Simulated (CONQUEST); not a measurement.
# Cu2O (Cuprite) under changes of volume

One of the cells (12.885 Å³/atom); the others are scaled copies at fixed shape and fractional positions:

```
Cu O
1.0
     4.26000    0.00000    0.00000
     0.00000    4.26000    0.00000
     0.00000    0.00000    4.26000
Cu O
4 2
Direct
  0.75000 0.25000 0.25000
  0.25000 0.75000 0.25000
  0.75000 0.75000 0.75000
  0.25000 0.25000 0.75000
  0.50000 0.50000 0.50000
  0.00000 0.00000 0.00000
```

| Item | Value |
| --- | --- |
| Program | CONQUEST 1.3 |
| Functional | PBE |
| Potentials or basis | PseudoDojo NC PBE, SZP, grid of 48 × 48 × 48 points |
| k mesh | 6 × 6 × 6 |
| Occupations | fermi-dirac, width 0.05 eV |
| Spin | no spin polarisation |

```tsv
volume (Å³/atom)	energy over the lowest point (meV/atom)	pressure (GPa)	gap on the mesh (eV)
12.112	67.51	16.0	1.16
12.369	?	?	?
12.627	27.23	9.3	1.04
12.885	14.46	6.4	0.99
13.142	6.01	4.1	0.94
13.400	1.24	1.8	0.89
13.658	0.00	-0.3	0.84
```

Question: What does the run at 12.369 Å³/atom give?

Answer: Energy over the lowest point 44.67 meV/atom; pressure 12.4 GPa; gap on the mesh 1.10 eV.

Worked out: A Birch-Murnaghan fit of order 3 (a polynomial in V^(-2/3)) to the other rows has its minimum at 13.63 Å³/atom with B0 = V·E''(V) = 102 GPa and B' = 4.7. It gives 44.76 meV/atom at 12.369 Å³/atom, against the run's 44.67, and -dE/dV = 12.5 GPa, against 12.4. A straight line through the other rows of the gap, of slope -2.64 eV per unit of ln V (its deformation potential), gives 1.10 eV, against the run's 1.10.

Energies are extrapolated to zero smearing.

Caveats: the atomic basis is small; the basis of atomic orbitals isn't converged, which shifts pressures, moduli and gaps.

A mesh can miss the band edges.
